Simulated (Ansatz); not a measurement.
# 2H-MoS2 bilayer (AA) in a perpendicular field, part 5 of 5

What dipole does a perpendicular field induce in the 2H-MoS2 bilayer (AA), and does the gap follow? A positive field points along +c.

Ansatz 0.2.0; plane-wave DFT, r2SCAN-D4, Ansatz PAW (the session's first sound run).

So far. Step 23 (Same geometry, cutoff 420 eV, functional HSE06 (run 2)): The dipole is -0.0486 e·Å. Step 25 (Response at this level): The induced dipole is that of a conductor 10.09 Å thick.

## 26. The same run with other settings: efield.ramp_width = 0.15 (continued)

Electronic bands along the path, in eV, zero at the Fermi level of the run, which the smearing sets inside the gap:

```
  point  band 23  band 24  band 25  band 26  band 27  band 28  band 29  band 30
      Γ    -2.61    -2.60    -1.14    -0.74     1.91     1.91     2.00     2.00
halfway    -2.59    -2.25    -1.80    -1.65     1.20     1.48     1.50     1.57
      M    -2.15    -2.06    -1.74    -1.56     1.35     1.44     1.87     1.97
halfway    -3.14    -2.86    -1.41    -1.31     1.21     1.30     2.17     2.32
      K    -3.44    -3.14    -1.08    -0.99     0.72     0.81     2.17     2.40
halfway    -2.27    -2.01    -1.87    -1.76     0.97     1.21     1.58     1.71
      Γ    -2.61    -2.60    -1.14    -0.74     1.91     1.91     2.00     2.00
```

```
                               quantity  this run  earlier run  difference
          dipole along the normal (e·Å)   0.02449      0.02449      2.6e-7
                gap along the path (eV)     1.456        1.456           0
smallest direct gap along the path (eV)     1.713        1.713     -1.0e-6
```

Nothing in the table moves by 0.01 in its unit (for the dipole 0.5 % and 5e-5 e·Å). The run took 13 SCF cycles against 12.

The path shows an indirect gap of 1.46 eV (valence top at Γ, conduction bottom at K). The least direct gap is 1.71 eV.

## 27. A changed input: hamiltonian.pseudopotentials = {"kind": "nc"}

This step: plane-wave DFT, r2SCAN-D4, Ansatz PAW, but for the change named below (Ansatz 0.2.0).

Another changed input: it repeats the earlier run at 0.05 V/Å with hamiltonian.pseudopotentials to kind: nc.

input.yaml

```yaml
crystal:
  lattice:
    - [3.1734562454, 0.0, 0.0]
    - [-1.5867281227, 2.7482937263, 0.0]
    - [0.0, 0.0, 27.9421952635]
  atoms:
    - { symbol: S, position: [0.3333333333, 0.6666666667, 0.322093519] }
    - { symbol: Mo, position: [0.0, 0.0, 0.3777124294] }
    - { symbol: S, position: [0.3333333333, 0.6666666667, 0.4333152419] }
    - { symbol: S, position: [0.3333333333, 0.6666666667, 0.5666847581] }
    - { symbol: Mo, position: [0.0, 0.0, 0.6222875706] }
    - { symbol: S, position: [0.3333333333, 0.6666666667, 0.677906481] }
kpoints:
  mp_grid: { grid: [18, 18, 1] }
  band_path:
    path: [[0, 0, 0], [0.5, 0, 0], [0.33333333, 0.33333333, 0], [0, 0, 0]]
    npoints: 16
hamiltonian:
  xc: r2scan
  dispersion: d4
  pseudopotentials: { kind: nc }
scf:
  occupations: { method: fermi_dirac, width: 0.05 }
  convergence: { dr2_threshold: 1.0e-10 }
efield:
  axis: 3
  dipole_correction: true
  ramp_position: 0.97
  ramp_width: 0.06
  amplitude: 0.05
output:
  write_potential: true
  write_density: true
  volumetric_format: npy
```

The run is started by

```bash
> ansatz run input.yaml --threads 4 --pin off --max-ram 6144MiB --backend cpu --events-out ev --progress --plain --runs-dir out
```

Numbers of over 12 decimals in the logs are rounded to 6 here.

The log of the run:

```text
[...]
Crystal: 6 atoms, lattice volume = 243.700 Å³
Basis set: ecut = 1088.45545 eV, 19993 PW (Γ)
Bands: 32, of which v1, the nominal top of the filled ones, is band 26 counted from 1 (25 counted from 0)
Symmetry: 6 space group operations
k-points: 37 of 324 (time reversal used)
[...]
SCF iter   1: F=—  HF=-5560.839116 eV  |F-HF|=—  |Δ(HF+E_count)|=         —  Δρ=6.11e-2  dr2=1.39e1  dr2_τ=3.60e0  ethr=3.10e-3  p=0.000 e·Å  D=1.06e-13 V/Å  ΔV_dip=-0.00 eV  dr2_dipole=1.19e-2  V_vac-E_F(+/−)=5.76/4.48 eV  ⟨swp⟩=16.3  Hψ=9655  notcnv=0
[...]
SCF iter  16: F=-5558.160380 eV  HF=-5558.160380 eV  |F-HF|=3.27e-11  |Δ(HF+E_count)|=  8.00e-11  Δρ=3.87e-8  dr2=6.73e-12  dr2_τ=3.00e-12  ethr=1.00e-12  p=0.024 e·Å  D=1.82e-2 V/Å  ΔV_dip=-0.51 eV  dr2_dipole=5.11e-14  V_vac-E_F(+/−)=5.52/4.74 eV  ⟨swp⟩=2.6  Hψ=1977  notcnv=0
SCF 1 converged in 16 iterations: F = -5558.160380 eV  dr2 = 6.73e-12
[...]
SCF converged after 16 iterations
Free energy (F): -5558.160380 eV
[...]
Internal energy: -5558.160380 eV  (E = F + TS)
E sigma→0 (E₀):  -5558.160380 eV
Entropy (-TS):   -0.000000 eV (-0.000 meV/atom)
Fermi energy:    2.039065 eV
Dipole field:    D = 0.018183 V/Å  (p = 0.024489 e·Å, saw-weighted, corrected)
Work function:   not extracted (applied field tilts the vacuum); planar V_es + V_field profile in the machine report
[...]
--- Band table (eV; the first three rows and the last of 37) ---
  k-point 0: bands = [... 22 lower, -0.5694, -0.5653, 0.9026, 1.3030, 3.9545, 3.9545, 4.0427, 4.0427, ... 2 higher]
  k-point 1: bands = [... 22 lower, -0.4776, -0.2150, 0.8882, 1.2673, 3.8910, 3.9797, 4.0414, 4.0760, ... 2 higher]
  k-point 2: bands = [... 22 lower, -0.3188, 0.0087, 0.8240, 1.1411, 3.7254, 3.7902, 3.8817, 3.9520, ... 2 higher]
  k-point 36: bands = [... 22 lower, -1.4022, -1.1064, 0.9568, 1.0461, 2.7605, 2.8461, 4.2088, 4.4463, ... 2 higher]
```

The job ended after 52 s (4 threads of Intel Xeon 6975P-C (Granite Rapids), shared host; peak memory 1.9 GiB; 3.4 min of CPU time).

Numbers from this step:

| Item | Value |
| --- | --- |
| gap along the path | 1.458 eV |
| smallest direct gap along the path | 1.714 eV |
| gap, the smaller of path and mesh | 1.458 eV |

The electronic bands at the labelled points (eV, zero at the Fermi level of the run, which the smearing sets inside the gap):

```
  point  band 23  band 24  band 25  band 26  band 27  band 28  band 29  band 30
      Γ    -2.61    -2.60    -1.14    -0.74     1.92     1.92     2.00     2.00
halfway    -2.59    -2.25    -1.80    -1.66     1.20     1.48     1.50     1.57
      M    -2.15    -2.06    -1.74    -1.56     1.35     1.44     1.87     1.98
halfway    -3.14    -2.86    -1.41    -1.31     1.21     1.30     2.17     2.32
      K    -3.44    -3.15    -1.08    -0.99     0.72     0.81     2.17     2.41
halfway    -2.28    -2.01    -1.87    -1.76     0.98     1.22     1.58     1.71
      Γ    -2.61    -2.60    -1.14    -0.74     1.92     1.92     2.00     2.00
```

```
                               quantity  this run  earlier run  difference
          dipole along the normal (e·Å)   0.02449      0.02449     -4.9e-6
                gap along the path (eV)     1.458        1.456      0.0013
smallest direct gap along the path (eV)     1.714        1.713      8.6e-4
```

Nothing in the table moves by 0.01 in its unit (for the dipole 0.5 % and 5e-5 e·Å). The run took 16 SCF cycles against 12.

On this path the gap is indirect, 1.46 eV, with the valence top at Γ and the conduction bottom at K. The least direct gap is 1.71 eV.

## 28. Outcome

```yaml
gap_without_field: 1.50 eV
ionisation_energy_upper_face: 5.89 eV
electron_affinity_upper_face: 4.38 eV
equivalent_conductor_thickness_atoms_held: 10.2 Å
equivalent_conductor_thickness_atoms_relaxed: 10.2 Å
equivalent_conductor_thickness_lda: 10.3 Å
equivalent_conductor_thickness_pbe: 10.3 Å
equivalent_conductor_thickness_r2scan: 10.2 Å
equivalent_conductor_thickness_hse06: 10.1 Å
```

**Reading.** The induced dipole equals that of a perfect conductor 10.16 Å thick, while the outer atoms lie 9.94 Å apart; an out-of-plane ε follows only once a thickness t is chosen, by 1 − 1/ε = 10.16 Å / t. The gap goes from 1.50 eV to 1.13 eV at 0.3 V/Å. Across the functionals the thickness runs from 10.09 to 10.35 Å; those runs use a coarser k-mesh, so they are to be compared with each other. Semilocal functionals give gaps that are too small, and excitons are not included. Spin-orbit coupling is left out, which matters for the bands of elements this heavy.

[Logs are printed without paths, hosts, clocks, repeated set-up lines and the standing remarks that a program may print on its own settings, such as how far it seeks lower states.]

[Hosts, paths, dates, database ids (printed as entryN), source tags and the programs' standing remarks are cut or masked in the printed files.]

[Maps of the electrostatic potential energy from Ansatz leave out the sawtooth potential of an applied field or a dipole correction, so their vacuum need not be flat; planar profiles and work functions include it.]
